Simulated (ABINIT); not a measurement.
Crystal: ZnS (Wurtzite-2H).

```
Zn S
1.0
     3.81100    0.00000    0.00000
    -1.90550    3.30042    0.00000
     0.00000    0.00000    6.23400
Zn S
2 2
Direct
  0.66667 0.33333 0.50000
  0.33333 0.66667 0.00000
  0.66667 0.33333 0.88500
  0.33333 0.66667 0.38500
```

Base run:

```yaml
Program: ABINIT 10.8.3 (patched build)
Functional: RPBE
Potentials_or_basis: JTH PAW PBE v2.0
Cutoff: 544 eV
k_mesh: 8 × 8 × 5
Occupations: fermi-dirac, width 0.05 eV
Spin: no spin polarisation
```

Its results: band gap on the k mesh 2.40 eV, direct; largest force 0.322 eV/Å.

Q: After a change of settings the same cell gave: band gap on the k mesh 2.07 eV, direct; largest force 0.304 eV/Å. Which change was it?
A. functional from RPBE to WC
B. functional from RPBE to HCTH407
C. functional from RPBE to PBE; k mesh from 8 × 8 × 5 to 6 × 6 × 4
D. functional from RPBE to PBE; k mesh from 8 × 8 × 5 to 10 × 10 × 6

A: A.

Caveats: the PAW data sets were made with another functional, which shifts forces and pressure a little; an odd mesh through Γ misses points on the zone boundary, where band edges often lie.

Not every run made on this cell is shown here.
